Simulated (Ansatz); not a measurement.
A plane-wave DFT run in Ansatz 0.2.0 (scalar-relativistic PAW potentials unless the input names others): input and command.

```yaml
crystal:
  lattice:
    - [8.1976014835, 2.8397324539, 0.0]
    - [-1.6395202967, -8.5191973617, 0.0]
    - [0.0, 0.0, -12.7928244327]
  atoms:
    - { symbol: W, position: [0.7649768889, 0.80564159, 0.75] }
    - { symbol: W, position: [0.4815148821, 0.3840847997, 0.75] }
    - { symbol: W, position: [0.19435841, 0.9593352989, 0.75] }
    - { symbol: W, position: [0.9025699175, 0.5184851179, 0.75] }
    - { symbol: W, position: [0.6159152003, 0.0974300825, 0.75] }
    - { symbol: W, position: [0.0406647011, 0.2350231111, 0.75] }
    - { symbol: W, position: [0.0949940816, 0.4757982117, 0.25] }
    - { symbol: W, position: [0.5242017883, 0.6191958698, 0.25] }
    - { symbol: W, position: [0.2380107602, 0.1904966162, 0.25] }
    - { symbol: W, position: [0.952485856, 0.7619892398, 0.25] }
    - { symbol: W, position: [0.6666666667, 0.3333333333, 0.25] }
    - { symbol: W, position: [0.3808041302, 0.9050059184, 0.25] }
    - { symbol: W, position: [0.8095033838, 0.047514144, 0.25] }
    - { symbol: Se, position: [0.0968969052, 0.4760675928, 0.6212316449], spin: 0.5 }
    - { symbol: Se, position: [0.5239324072, 0.6208293123, 0.6212316449], spin: 0.5 }
    - { symbol: Se, position: [0.2390188779, 0.1971160346, 0.6190327635] }
    - { symbol: Se, position: [0.9580971566, 0.7609811221, 0.6190327635] }
    - { symbol: Se, position: [0.6666666667, 0.3333333333, 0.6165718811] }
    - { symbol: Se, position: [0.3791706877, 0.9031030949, 0.6212316449], spin: 0.5 }
    - { symbol: Se, position: [0.8028839654, 0.0419028433, 0.6190327635] }
    - { symbol: Se, position: [0.3333333333, 0.6666666667, 0.1182345466] }
    - { symbol: Se, position: [0.7620063393, 0.8092933748, 0.1179260323] }
    - { symbol: Se, position: [0.4763975503, 0.3813906642, 0.1180302457] }
    - { symbol: Se, position: [0.1907066252, 0.9527129646, 0.1179260323] }
    - { symbol: Se, position: [0.904993114, 0.5236024497, 0.1180302457] }
    - { symbol: Se, position: [0.6186093358, 0.095006886, 0.1180302457] }
    - { symbol: Se, position: [0.0472870354, 0.2379936607, 0.1179260323] }
    - { symbol: Se, position: [0.0968969052, 0.4760675928, 0.878768355], spin: 0.5 }
    - { symbol: Se, position: [0.5239324072, 0.6208293123, 0.878768355], spin: 0.5 }
    - { symbol: Se, position: [0.2390188779, 0.1971160346, 0.8809672365] }
    - { symbol: Se, position: [0.9580971566, 0.7609811221, 0.8809672365] }
    - { symbol: Se, position: [0.6666666667, 0.3333333333, 0.8834281189] }
    - { symbol: Se, position: [0.3791706877, 0.9031030949, 0.878768355], spin: 0.5 }
    - { symbol: Se, position: [0.8028839654, 0.0419028433, 0.8809672365] }
    - { symbol: Se, position: [0.3333333333, 0.6666666667, 0.3817654534] }
    - { symbol: Se, position: [0.7620063393, 0.8092933748, 0.3820739677] }
    - { symbol: Se, position: [0.4763975503, 0.3813906642, 0.3819697542] }
    - { symbol: Se, position: [0.1907066252, 0.9527129646, 0.3820739677] }
    - { symbol: Se, position: [0.904993114, 0.5236024497, 0.3819697542] }
    - { symbol: Se, position: [0.6186093358, 0.095006886, 0.3819697542] }
    - { symbol: Se, position: [0.0472870354, 0.2379936607, 0.3820739677] }
  host:
    lattice:
      - [3.2790405934, 0.0, 0.0]
      - [-1.6395202967, 2.8397324539, 0.0]
      - [0.0, 0.0, 12.7928244327]
    atoms:
      - { symbol: W, position: [0.6666666667, 0.3333333333, 0.2500158187] }
      - { symbol: W, position: [0.3333333333, 0.6666666667, 0.7499841813] }
      - { symbol: Se, position: [0.3333333333, 0.6666666667, 0.3816757244] }
      - { symbol: Se, position: [0.6666666667, 0.3333333333, 0.881643647] }
      - { symbol: Se, position: [0.3333333333, 0.6666666667, 0.118356353] }
      - { symbol: Se, position: [0.6666666667, 0.3333333333, 0.6183242756] }
total_charge: -1
basis:
  ecutwfc: 420
  xc_grid: 2
kpoints:
  mp_gri: { grid: [2, 2, 2], shift: [0.0, 0.0, 0.0] }
hamiltonian:
  xc: pbe
  dispersion: d3bj
scf:
  occupations: { method: gaussian, width: 0.01 }
  max_iter: 75
output:
  forces: true
  eigenvalues: true
magnetization:
  spin_polarized: true
```

```bash
ansatz run input.yaml --threads 4 --pin off --max-ram 10240MiB --backend cpu --events-out ev --progress --plain --runs-dir out
```

**Question.** What will the program do with this input?

**Answer.** The program refuses it, because of a misspelt key (the key kpoints.mp_grid typed as mp_gri). With the key spelt rightly it is accepted.

Abridged log:
```
Error: YAML parse error: error: line 65 column 3: unknown field `mp_gri`, expected one of mp_grid, list, band_path, initial_grid, further_shifts
  --> <input>:65:3
   |
63 |   xc_grid: 2
64 | kpoints:
65 |   mp_gri: { grid: [2, 2, 2], shift: [0.0, 0.0, 0.0] }
   |   ^ unknown field `mp_gri`, expected one of mp_grid, list, band_path, initial_grid, further_shifts
66 | hamiltonian:
67 |   xc: pbe
   |
```